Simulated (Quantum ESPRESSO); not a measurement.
The system is AlN.

```
Al N
1.0
     0.00000    2.18399    2.18399
     2.18399    0.00000    2.18399
     2.18399    2.18399    0.00000
Al N
1 1
Cartesian
  0.0000 0.0000 0.0000
  1.0920 1.0920 1.0920
```

Measurements of this composition are mostly on another form, of space group No. 186.

```yaml
Program: Quantum ESPRESSO 7.5
Task: phonons
Functional: LDA
Potentials_or_basis: GBRV 1.5 LDA
Cutoff: 612 eV
Density_cutoff: 4898 eV
k_mesh: 6 × 6 × 6, shifted
Occupations: fermi-dirac, width 0.05 eV
Spin: no spin polarisation
Form_of_the_LDA_correlation: PZ81
Mixing_beta: 0.5
Most_SCF_iterations: 120
SCF_threshold: 4e-10 Ry
```

The cell and the atoms were relaxed first, to 10.28 Å³/atom (a = 3.075 Å, b = 3.075 Å, c = 3.075 Å, α = 60.00°, β = 60.00°, γ = 60.00°), and the response was taken there.

The first run showed a gap, so the response started from a second, tighter run with fixed occupations.

Q: Where do the zone-centre optical modes lie?

A: T2 at 668 cm⁻¹ (IR and Raman). Polar modes are given without the macroscopic field (transverse values).

Optical modes at Γ, degenerate ones joined, polar ones without the macroscopic field:
```
cm⁻¹  components  symmetry     active in  IR intensity, summed ((D/Å)²/amu)
 668           3        T2  IR and Raman                              48.61
```

Zone-centre frequencies without and with the macroscopic field along z (cm⁻¹):
```
                optical modes in rising order
       without                    668 668 668
with the field                    668 668 902
```

Born effective charge tensors (e):
atom 1, Al
```
2.54 0.00 0.00
0.00 2.54 0.00
0.00 0.00 2.54
```
atom 2, N
```
-2.55  0.00  0.00
 0.00 -2.55  0.00
 0.00  0.00 -2.55
```

Electronic dielectric tensor:
```
4.56 0.00 0.00
0.00 4.56 0.00
0.00 0.00 4.56
```

Static dielectric tensor, electrons and zone-centre modes:
```
8.33 0.00 0.00
0.00 8.33 0.00
0.00 0.00 8.33
```
